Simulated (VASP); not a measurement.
# BAs (F-43m) in VASP: settings compared, part 2 of 2

VASP 6.6.1. Earlier steps stand in the parts before.

## (3) Single point, RPBE

File INCAR:

```
PREC     = Accurate       # precision mode
ENCUT    = 520            # plane-wave cutoff, eV
EDIFF    = 1E-6           # SCF threshold, eV
ISMEAR   = 0              # smearing method
SIGMA    = 0.05           # smearing width, eV
LREAL    = False          # projectors in reciprocal space
LASPH    = True           # aspherical terms in the spheres
NELM     = 100            # most SCF steps
ALGO     = Normal         # electronic algorithm
ISIF     = 2              # what is computed and relaxed
LWAVE    = False          # write WAVECAR
LCHARG   = True           # write CHGCAR
GGA      = RP             # functional
LELF     = True           # ELF
LVHAR    = True
```

File KPOINTS:

```
Automatic mesh
0
Gamma
  10 10 10
```

File POSCAR:

```
BAs
3.3778
    0.000000000000      0.707117058440      0.707117058440
    0.707117058440      0.000000000000      0.707117058440
    0.707117058440      0.707117058440      0.000000000000
As B
1 1
Direct
    0.7500000000      0.7500000000      0.7500000000
    0.0000000000      0.0000000000      0.0000000000
```

Potentials or basis: VASP PAW PBE potentials, release 64 (As, B).

Command:

```
$ cat potpaw_PBE.64/As/POTCAR potpaw_PBE.64/B/POTCAR > POTCAR
$ mpirun -np 1 vasp_std > vasp.out
```

Wall time 22 s (1 thread of Intel Xeon Platinum 8488C (Sapphire Rapids), shared host); peak memory 0.15 GiB.

It converged, with:

* Free energy: -10.7272 eV
* Pressure: 6.0 GPa
* Band gap on the k mesh: 1.21 eV, indirect (least direct gap 3.28 eV)

Levels at points of the mesh, in eV from the valence-band top:
```csv
k point,band 2,band 3,band 4,band 5,band 6,band 7
"(0.00, 0.00, 0.00)",0.00,0.00,0.00,3.28,3.28,3.28
"(0.50, 0.00, 0.00)",-8.80,-1.83,-1.83,2.71,4.78,4.78
"(0.50, 0.50, 0.00)",-8.57,-4.09,-4.09,1.44,1.50,11.43
```

Caveat: the PAW data sets were made with another functional, which shifts forces and pressure a little. RPBE gaps usually lie below the measured ones, often by a third to a half.

## (4) Single point, RPBE

File run.py:

```python
from ase.calculators.vasp import Vasp
from ase.dft.bandgap import bandgap
from ase.io import read

atoms = read('POSCAR')
calc = Vasp(
    directory='calc',
    xc='rpbe',
    pp='PBE',
    setups='materialsproject',
    prec='Accurate',
    encut=520,
    ediff=1e-07,
    ismear=0,
    sigma=0.05,
    lreal=False,
    lasph=True,
    nelm=80,
    algo='Normal',
    isif=2,
    lwave=False,
    lcharg=False,
    kpts=[10, 10, 10],
    gamma=True,
)
atoms.calc = calc

print('energy (eV):', atoms.get_potential_energy())
print('free energy (eV):', atoms.get_potential_energy(force_consistent=True))
print('forces (eV/A):')
print(atoms.get_forces())
print('stress (eV/A^3, Voigt):', atoms.get_stress())
print('Fermi level (eV):', calc.get_fermi_level())
gap, top, bottom = bandgap(calc)
print('band gap (eV):', gap, 'from (spin, k, band)', top, 'to', bottom)
```

File POSCAR:

```
BAs
1.0
    0.0000000000      2.3885000000      2.3885000000
    2.3885000000      0.0000000000      2.3885000000
    2.3885000000      2.3885000000      0.0000000000
As B
1 1
Direct
    0.7500000000      0.7500000000      0.7500000000
    0.0000000000      0.0000000000      0.0000000000
```

Potentials or basis: VASP PAW PBE potentials, release 64 (As, B).

Command:

```
$ python run.py
```

Output:

```text
energy (eV): -10.72716877
free energy (eV): -10.72716877
forces (eV/A):
[[-0. -0. -0.]
 [ 0.  0.  0.]]
stress (eV/A^3, Voigt): [-0.0374599 -0.0374599 -0.0374599 -0.         0.        -0.       ]
Fermi level (eV): 6.5054682
band gap (eV): 1.2069999999999999 from (spin, k, band) (0, np.int64(0), np.int64(3)) to (0, np.int64(27), np.int64(4))
```

OUTCAR:

```text
ENCUT = 520.000000
   EDIFF = 1.00e-07
   GGA = RP
   PREC = Accurate
   ISIF = 2
   ISMEAR = 0
   NELM = 80
   LASPH = .TRUE.
   LREAL = .FALSE.

 ion  position               nearest neighbor table
   1  0.750  0.750  0.750-   2 2.07   2 2.07   2 2.07   2 2.07
   2  0.000  0.000  0.000-   1 2.07   1 2.07   1 2.07   1 2.07

  LATTYP: Found a face centered cubic cell.
 ALAT       =     4.7770000000
[... 661 lines left out ...]
  in kB       60.0173696     60.0173696     60.0173696     -0.0000000      0.0000000     -0.0000000
  external PRESSURE =      60.0173696 kB  Pullay stress =       0.0000000 kB

 VOLUME and BASIS-vectors are now :
 -----------------------------------------------------------------------------
  energy-cutoff  :      520.00
  volume of cell :       27.25
      direct lattice vectors                 reciprocal lattice vectors
     0.000000000  2.388500000  2.388500000    -0.209336404  0.209336404  0.209336404
     2.388500000  0.000000000  2.388500000     0.209336404 -0.209336404  0.209336404
     2.388500000  2.388500000  0.000000000     0.209336404  0.209336404 -0.209336404

 POSITION                                       TOTAL-FORCE (eV/Angst)
 -----------------------------------------------------------------------------------
      3.58275      3.58275      3.58275        -0.000000     -0.000000     -0.000000
      0.00000      0.00000      0.00000         0.000000      0.000000      0.000000
 -----------------------------------------------------------------------------------
    total drift:                                0.000000      0.000000      0.000000

  FREE ENERGIE OF THE ION-ELECTRON SYSTEM (eV)
  ---------------------------------------------------
  free  energy   TOTEN  =       -10.7271687738 eV

  energy  without entropy=      -10.7271687738  energy(sigma->0) =      -10.72716877
```

INCAR:

```text
ENCUT = 520.000000
SIGMA = 0.050000
EDIFF = 1.00e-07
ALGO = Normal
GGA = RP
PREC = Accurate
ISIF = 2
ISMEAR = 0
NELM = 80
LASPH = .TRUE.
LCHARG = .FALSE.
LWAVE = .FALSE.
LREAL = .FALSE.
```

It took 30 s on 1 thread of Intel Xeon Platinum 8488C (Sapphire Rapids), shared host; peak memory 0.16 GiB.

Results:

```
Free energy            : -10.7272 eV
Pressure               : 6.0 GPa
Band gap on the k mesh : 1.21 eV, indirect (least direct gap 3.28 eV)
```

Caveat: the PAW data sets were made with another functional, which shifts forces and pressure a little. A k mesh can miss the band edges.

## (5) Relaxation of cell and atoms, r2SCAN

File INCAR:

```
PREC     = Accurate       # precision mode
ENCUT    = 600            # plane-wave cutoff, eV
EDIFF    = 1E-6           # SCF threshold, eV
ISMEAR   = 0              # smearing method
SIGMA    = 0.05           # smearing width, eV
LREAL    = F              # projectors in reciprocal space
LASPH    = T              # aspherical terms in the spheres
NELM     = 100            # most SCF steps
ALGO     = Normal         # electronic algorithm
ISIF     = 3              # what is computed and relaxed
LWAVE    = F              # write WAVECAR
LCHARG   = F              # write CHGCAR
METAGGA  = R2SCAN         # meta-GGA
LMIXTAU  = T            
IBRION   = 2              # ionic algorithm
NSW      = 40             # ionic steps
EDIFFG   = -0.01          # ionic threshold
```

KPOINTS is that of step 3.

POSCAR is that of step 4.

Command:

```
$ cat potpaw_PBE.64/As/POTCAR potpaw_PBE.64/B/POTCAR > POTCAR
$ mpirun -np 1 vasp_std > vasp.out
```

It took 2.4 min on 1 thread of Intel Xeon Platinum 8559C (Emerald Rapids), shared host; peak memory 0.17 GiB.

The run converged. Its results:

- Free energy: -22.2575 eV
- Relaxed volume: 13.71 Å³/atom
- Relaxed cell: a = 3.384 Å, b = 3.384 Å, c = 3.384 Å, α = 60.00°, β = 60.00°, γ = 60.00°
- Space group after relaxing (to 0.05 Å): F-43m (No. 216)
- Energy gained by relaxing: 0.2 meV/atom
- Ionic steps: 3
- Pressure after relaxing: 0.0 GPa
- Band gap on the k mesh: 1.38 eV, indirect (least direct gap 3.44 eV)

The path:
```tsv
step	energy change (eV)	largest force (eV/Å)	pressure (GPa)	volume (Å³)
1	0.0000	0.0000	0.86	27.25
2	-0.0002	0.0000	-0.65	27.54
3	-0.0004	0.0000	0.01	27.41
```

Final structure:
```
As B
1.0
     0.00000    2.39318    2.39318
     2.39318    0.00000    2.39318
     2.39318    2.39318    0.00000
As B
1 1
Direct
  0.75000 0.75000 0.75000
  0.00000 0.00000 0.00000
```

Levels at points of the mesh, in eV from the valence-band top:
```csv
k point,band 1,band 2,band 3,band 4,band 5,band 6,band 7,band 8
"(0.00, 0.00, 0.00)",-16.10,0.00,0.00,0.00,3.44,3.44,3.44,5.07
"(0.50, 0.00, 0.00)",-13.10,-9.20,-1.93,-1.93,2.94,5.05,5.05,9.56
"(0.50, 0.50, 0.00)",-11.67,-9.03,-4.28,-4.28,1.62,1.70,12.10,12.10
```

Caveat: the PAW data sets were made with another functional, which shifts forces and pressure a little. r2SCAN opens gaps a little over a GGA but as a rule still falls short of measured ones.

## (6) Relaxation of cell and atoms, MS2

File INCAR:

```
SYSTEM = BAs
  ALGO = Normal
  EDIFF = 1E-7
  EDIFFG = -0.01
  ENCUT = 600
  IBRION = 2
  ISIF = 3
  ISMEAR = 0
  LASPH = .TRUE.
  LCHARG = .FALSE.
  LMIXTAU = .TRUE.
  LREAL = .FALSE.
  LWAVE = .FALSE.
  METAGGA = MS2
  NELM = 100
  NSW = 60
  PREC = Accurate
  SIGMA = 0.05
```

File KPOINTS:

```
k-points
0
G
  10 10 10
  0 0 0
```

POSCAR is that of step 5.

Potentials or basis: VASP PAW PBE potentials, release 64 (As, B).

Command:

```
$ cat potpaw_PBE.64/As/POTCAR potpaw_PBE.64/B/POTCAR > POTCAR
$ mpirun -np 1 vasp_std > vasp.out
```

It took 76 s on 1 thread of Intel Xeon Platinum 8559C (Emerald Rapids), shared host; peak memory 0.16 GiB.

It converged, with:

```yaml
Free_energy: -14.2106 eV
Pressure_after_relaxing: -0.1 GPa
Band_gap_on_the_k_mesh: 1.54 eV, indirect (least direct gap 3.90 eV)
```

Final structure:
```yaml
crystal:
  lattice:
    - [0.00000, 2.38850, 2.38850]
    - [2.38850, 0.00000, 2.38850]
    - [2.38850, 2.38850, 0.00000]
  atoms:
    - { symbol: As, position: [0.75000, 0.75000, 0.75000] }
    - { symbol: B, position: [0.00000, 0.00000, 0.00000] }
```

Levels at points of the mesh, in eV from the valence-band top:
```
           k point  band 1  band 2  band 3  band 4  band 5  band 6  band 7  band 8
(0.00, 0.00, 0.00)  -15.60    0.00    0.00    0.00    3.90    3.90    3.90    5.57
(0.50, 0.00, 0.00)  -12.63   -8.86   -1.78   -1.78    3.23    5.36    5.36    9.25
(0.50, 0.50, 0.00)  -11.23   -8.69   -4.03   -4.03    1.71    1.89   12.33   12.33
```

Caveat: the relaxation stopped at its first step, so nothing moved; the PAW data sets were made with another functional, which shifts forces and pressure a little. A k mesh can miss the band edges.

## (7) The reference run

An earlier run on the cell as given: functional PBE; potentials or basis VASP PAW PBE potentials, release 64 (As, B); cutoff 520 eV; k mesh 10 × 10 × 10; occupations fermi-dirac, width 0.05 eV; no spin polarisation.

- Pressure: 3.4 GPa
- Band gap on the k mesh: 1.18 eV, indirect (least direct gap 3.28 eV)

## (8) Overview

| task | level | cell | cutoff (eV) | smearing | gap on the mesh (eV) | pressure (GPa) |
| --- | --- | --- | --- | --- | --- | --- |
| single point | PBE | as given | 520 | gaussian 0.016 eV | 1.18 | 3.4 |
| single point | RPBE | as given | 520 | gaussian 0.05 eV | 1.21 | 6.0 |
| relaxation of cell and atoms | r2SCAN | relaxed | 600 | gaussian 0.05 eV | 1.38 | 0.0 |
| relaxation of cell and atoms | MS2 | relaxed | 600 | gaussian 0.05 eV | 1.54 | -0.1 |
| single point | PBE | as given | 520 | fermi-dirac 0.05 eV | 1.18 | 3.4 |

Alike in all rows: potentials or basis VASP PAW PBE potentials, release 64 (As, B); no spin polarisation; k mesh 10 × 10 × 10.

On the cell as given the gap runs from 1.18 eV (PBE) to 1.21 eV (RPBE). The pressure there spans 3.4 GPa (PBE) to 6.0 GPa (RPBE); a positive pressure means that this level wants a larger cell, a negative one a smaller.

Caveats: the PAW data sets were made with another functional, which shifts forces and pressure a little (some runs); the relaxation stopped at its first step, so nothing moved (some runs).

Total energies depend on the potentials used, so only differences within one code and one set of settings carry meaning.
